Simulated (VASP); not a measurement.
Here is a VASP 6.6.1 calculation.

File INCAR:

```
SYSTEM = Se
PREC = Accurate
ENCUT = 520
EDIFF = 1E-7
ISMEAR = 0
SIGMA = 0.15
LREAL = .False.
LASPH = .True.
NELM = 100
ALGO = Fast
ISIF = 2
LWAVE = .False.
LCHARG = .True.
GGA = PE
IVDW = 12
LELF = .True.
LVHAR = .True.
NBANDS = 9
```

Contents of KPOINTS:

```
regular mesh
0
Gamma
  20 20 20
  0 0 0
```

File POSCAR:

```
Se
1.0
   -1.7034486149      1.7673279380      1.7034486149
    1.7034486149     -1.7673279380      1.7034486149
    1.7034486149      1.7673279380     -1.7034486149
Se
1
Direct
    0.0000000000      0.0000000000      0.0000000000
```

Potentials or basis: VASP PAW PBE potentials, release 64 (Se).

Launch:

```console
$ cat potpaw_PBE.64/Se/POTCAR > POTCAR
$ mpirun -np 1 vasp_std > vasp.out
```

(1) What does it give for the band gap on the k mesh?

(2) Predict the dispersion energy per atom.

Results:

(1) none (metal or under the smearing width).

(2) -0.424 eV.
